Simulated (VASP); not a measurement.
Here is a VASP 6.6.1 calculation.

File run.py:

```python
from ase.calculators.vasp import Vasp
from ase.io import read

atoms = read('Eu.cif', primitive_cell=True, subtrans_included=False)
atoms.set_initial_magnetic_moments([7.0])
calc = Vasp(
    directory='calc',
    xc='revpbe',
    pp='PBE',
    setups='recommended',
    prec='Accurate',
    encut=600,
    ediff=1e-06,
    ismear=0,
    sigma=0.1,
    lreal=False,
    lasph=True,
    nelm=120,
    algo='Fast',
    isif=3,
    lwave=False,
    lcharg=False,
    ispin=2,
    lorbit=11,
    lmaxmix=6,
    ldautype=2,
    ldauprint=1,
    ivdw=11,
    ibrion=2,
    nsw=40,
    ediffg=-0.01,
    ldau_luj={'Eu': {'L': 3, 'U': 6, 'J': 0.5}},
    kpts=[8, 8, 8],
    gamma=True,
)
atoms.calc = calc

print('energy (eV):', atoms.get_potential_energy())
print('free energy (eV):', atoms.get_potential_energy(force_consistent=True))
print('forces (eV/A):')
print(atoms.get_forces())
print('stress (eV/A^3, Voigt):', atoms.get_stress())
print('Fermi level (eV):', calc.get_fermi_level())
print('moment (muB):', atoms.get_magnetic_moment())
print('site moments (muB):', atoms.get_magnetic_moments())
print('cell (A, degrees):', atoms.cell.cellpar())
print('volume (A^3):', atoms.get_volume())
print('scaled positions:')
print(atoms.get_scaled_positions())
```

Contents of Eu.cif:

```cif
data_Eu
_cell_length_a 4.60600000
_cell_length_b 4.60600000
_cell_length_c 4.60600000
_cell_angle_alpha 90.00000000
_cell_angle_beta 90.00000000
_cell_angle_gamma 90.00000000
_space_group_name_H-M_alt 'Im-3m'
_space_group_name_Hall '-I 4 2 3'
_space_group_IT_number 229
loop_
_space_group_symop_operation_xyz
'x,y,z'
'-x,-y,-z'
'-y,x,z'
'y,-x,-z'
'-x,-y,z'
'x,y,-z'
'y,-x,z'
'-y,x,-z'
'x,-y,-z'
'-x,y,z'
'-y,-x,-z'
'y,x,z'
'-x,y,-z'
'x,-y,z'
'y,x,-z'
'-y,-x,z'
'z,x,y'
'-z,-x,-y'
'z,-y,x'
'-z,y,-x'
'z,-x,-y'
'-z,x,y'
'z,y,-x'
'-z,-y,x'
'-z,x,-y'
'z,-x,y'
'-z,-y,-x'
'z,y,x'
'-z,-x,y'
'z,x,-y'
'-z,y,x'
'z,-y,-x'
'y,z,x'
'-y,-z,-x'
'x,z,-y'
'-x,-z,y'
'-y,z,-x'
'y,-z,x'
'-x,z,y'
'x,-z,-y'
'-y,-z,x'
'y,z,-x'
'-x,-z,-y'
'x,z,y'
'y,-z,-x'
'-y,z,x'
'x,-z,y'
'-x,z,-y'
'x+1/2,y+1/2,z+1/2'
'-x+1/2,-y+1/2,-z+1/2'
'-y+1/2,x+1/2,z+1/2'
'y+1/2,-x+1/2,-z+1/2'
'-x+1/2,-y+1/2,z+1/2'
'x+1/2,y+1/2,-z+1/2'
'y+1/2,-x+1/2,z+1/2'
'-y+1/2,x+1/2,-z+1/2'
'x+1/2,-y+1/2,-z+1/2'
'-x+1/2,y+1/2,z+1/2'
'-y+1/2,-x+1/2,-z+1/2'
'y+1/2,x+1/2,z+1/2'
'-x+1/2,y+1/2,-z+1/2'
'x+1/2,-y+1/2,z+1/2'
'y+1/2,x+1/2,-z+1/2'
'-y+1/2,-x+1/2,z+1/2'
'z+1/2,x+1/2,y+1/2'
'-z+1/2,-x+1/2,-y+1/2'
'z+1/2,-y+1/2,x+1/2'
'-z+1/2,y+1/2,-x+1/2'
'z+1/2,-x+1/2,-y+1/2'
'-z+1/2,x+1/2,y+1/2'
'z+1/2,y+1/2,-x+1/2'
'-z+1/2,-y+1/2,x+1/2'
'-z+1/2,x+1/2,-y+1/2'
'z+1/2,-x+1/2,y+1/2'
'-z+1/2,-y+1/2,-x+1/2'
'z+1/2,y+1/2,x+1/2'
'-z+1/2,-x+1/2,y+1/2'
'z+1/2,x+1/2,-y+1/2'
'-z+1/2,y+1/2,x+1/2'
'z+1/2,-y+1/2,-x+1/2'
'y+1/2,z+1/2,x+1/2'
'-y+1/2,-z+1/2,-x+1/2'
'x+1/2,z+1/2,-y+1/2'
'-x+1/2,-z+1/2,y+1/2'
'-y+1/2,z+1/2,-x+1/2'
'y+1/2,-z+1/2,x+1/2'
'-x+1/2,z+1/2,y+1/2'
'x+1/2,-z+1/2,-y+1/2'
'-y+1/2,-z+1/2,x+1/2'
'y+1/2,z+1/2,-x+1/2'
'-x+1/2,-z+1/2,-y+1/2'
'x+1/2,z+1/2,y+1/2'
'y+1/2,-z+1/2,-x+1/2'
'-y+1/2,z+1/2,x+1/2'
'x+1/2,-z+1/2,y+1/2'
'-x+1/2,z+1/2,-y+1/2'
loop_
_atom_site_label
_atom_site_type_symbol
_atom_site_symmetry_multiplicity
_atom_site_Wyckoff_symbol
_atom_site_fract_x
_atom_site_fract_y
_atom_site_fract_z
_atom_site_occupancy
Eu1 Eu 2 a 0.0000000000 0.0000000000 0.0000000000 1
```

Potentials or basis: VASP PAW PBE potentials, release 64 (Eu_2), 4f in core.

Run with:

```bash
$ python run.py
```

Problem. What does it give for the net moment?

Solution. 0.00 μB per cell.

Problem. What does it give for the space group after relaxing (to 0.05 Å)?

Solution. Im-3m (No. 229).

Final structure:
```
Eu
1.0
    -2.25589    2.25589    2.25589
     2.25589   -2.25589    2.25589
     2.25589    2.25589   -2.25589
Eu
1
Cartesian
  0.0000 0.0000 0.0000
```

Caveat: U is put on an f shell that these potentials keep in the core, so it has next to no effect; the PAW data sets were made with another functional, which shifts forces and pressure a little. The state reached can hang on the start; a lower one may exist.
